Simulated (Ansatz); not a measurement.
A calculation with Ansatz 0.2.0 of C (ASE script, structure from a CIF):

Contents of run.py:

```python
import json

import ase.io
import numpy as np
import spglib
from ase.calculators.calculator import CalculationFailed, Calculator
from ase.stress import full_3x3_to_voigt_6_stress
from ase.units import GPa

import ansatz as az

class AnsatzCalculator(Calculator):
    implemented_properties = ["energy", "free_energy", "forces", "stress", "magmom"]

    def calculate(self, atoms, properties, system_changes):
        super().calculate(atoms, properties, system_changes)
        structure = atoms.copy()
        structure.set_constraint()
        structure.set_momenta(None)
        structure.set_masses(None)
        outcome = (
            az.Crystal.from_ase(structure)
            .calculation()
            .basis(xc_grid=2)
            .kpoints(12, 12, 12)
            .functional("rpbe")
            .pseudopotentials(kind="paw", accuracy="standard")
            .scf(tolerance=2e-10)
            .occupations(method="fermi_dirac", width=0.05)
            .forces()
            .stress()
            .run(threads=2)
        )
        if not outcome.report["converged"]:
            raise CalculationFailed("SCF not converged")
        report = outcome.report
        self.results = {
            "free_energy": report["lagrangian_ev"],
            "energy": report["lagrangian_ev"],
            "forces": np.array(report["forces_ev_ang"]),
            "stress": -GPa * full_3x3_to_voigt_6_stress(report["stress_gpa"]),
            "magmom": report["magnetization_mub"],
        }

np.set_printoptions(precision=5, suppress=True, linewidth=110)
atoms = ase.io.read("C.cif")
cell, frac, numbers = spglib.find_primitive((atoms.cell[:], atoms.get_scaled_positions(), atoms.numbers), symprec=1e-5)
atoms = ase.Atoms(numbers, cell=cell, scaled_positions=frac, pbc=True)
atoms.calc = AnsatzCalculator()
print(f"free energy {atoms.get_potential_energy():.6f} eV")
print("forces (eV/A)", atoms.get_forces(), sep="\n")
print("stress (GPa, Voigt, tension positive)", atoms.get_stress() / GPa, sep="\n")
print(f"moment {atoms.get_magnetic_moment():.4f} muB")
```

C.cif

```cif
data_C
_cell_length_a 2.46637620
_cell_length_b 2.46637620
_cell_length_c 24.84784531
_cell_angle_alpha 90.00000000
_cell_angle_beta 90.00000000
_cell_angle_gamma 120.00000000
_space_group_name_H-M_alt 'R-3m'
_space_group_name_Hall '-R 3 2"'
_space_group_IT_number 166
loop_
_space_group_symop_operation_xyz
'x,y,z'
'-x,-y,-z'
'-y,x-y,z'
'y,-x+y,-z'
'-x+y,-x,z'
'x-y,x,-z'
'y,x,-z'
'-y,-x,z'
'x-y,-y,-z'
'-x+y,y,z'
'-x,-x+y,-z'
'x,x-y,z'
'x+2/3,y+1/3,z+1/3'
'-x+2/3,-y+1/3,-z+1/3'
'-y+2/3,x-y+1/3,z+1/3'
'y+2/3,-x+y+1/3,-z+1/3'
'-x+y+2/3,-x+1/3,z+1/3'
'x-y+2/3,x+1/3,-z+1/3'
'y+2/3,x+1/3,-z+1/3'
'-y+2/3,-x+1/3,z+1/3'
'x-y+2/3,-y+1/3,-z+1/3'
'-x+y+2/3,y+1/3,z+1/3'
'-x+2/3,-x+y+1/3,-z+1/3'
'x+2/3,x-y+1/3,z+1/3'
'x+1/3,y+2/3,z+2/3'
'-x+1/3,-y+2/3,-z+2/3'
'-y+1/3,x-y+2/3,z+2/3'
'y+1/3,-x+y+2/3,-z+2/3'
'-x+y+1/3,-x+2/3,z+2/3'
'x-y+1/3,x+2/3,-z+2/3'
'y+1/3,x+2/3,-z+2/3'
'-y+1/3,-x+2/3,z+2/3'
'x-y+1/3,-y+2/3,-z+2/3'
'-x+y+1/3,y+2/3,z+2/3'
'-x+1/3,-x+y+2/3,-z+2/3'
'x+1/3,x-y+2/3,z+2/3'
loop_
_atom_site_label
_atom_site_type_symbol
_atom_site_symmetry_multiplicity
_atom_site_Wyckoff_symbol
_atom_site_fract_x
_atom_site_fract_y
_atom_site_fract_z
_atom_site_occupancy
C1 C 6 c 0.3333333333 0.6666666667 0.7538397467 1
C2 C 6 c 0.0000000000 0.0000000000 0.7538500600 1
```

Potentials or basis: SSSP efficiency PAW.

Command:

```sh
$ python run.py
```

This isn't the form of C at room conditions, which is graphite.

**Question.** Write the same calculation in another form: native input, structure typed inline.

**Answer.** As run:

File input.yaml:

```yaml
crystal:
  lattice:
    - [1.2331881, 0.7119814815, 8.2826151033]
    - [-1.2331881, 0.7119814815, 8.2826151033]
    - [0.0, -1.423962963, 8.2826151033]
  atoms:
    - { symbol: C, position: [0.08717308, 0.08717308, 0.08717308] }
    - { symbol: C, position: [0.91282692, 0.91282692, 0.91282692] }
    - { symbol: C, position: [0.75385006, 0.75385006, 0.75385006] }
    - { symbol: C, position: [0.24614994, 0.24614994, 0.24614994] }
hamiltonian:
  xc: rpbe
  pseudopotentials: { kind: paw, accuracy: standard }
kpoints:
  mp_grid: { grid: [12, 12, 12] }
scf:
  occupations: { method: fermi_dirac, width: 0.05 }
output:
  forces: true
  stress: true
  eigenvalues: true
```

Potentials or basis: SSSP efficiency PAW.

Run with:

```bash
$ ansatz run input.yaml --threads 2 --pin off --max-ram 5120MiB --backend cpu --events-out ev --progress --plain --runs-dir out
```

Both were run:

|  | ASE script, structure from a CIF | native input, structure typed inline |
| --- | --- | --- |
| Pressure | 3.4 GPa | 3.4 GPa |
| Largest force | 0.021 eV/Å | 0.021 eV/Å |

Keys that steer only the numerical path or the files written may differ.
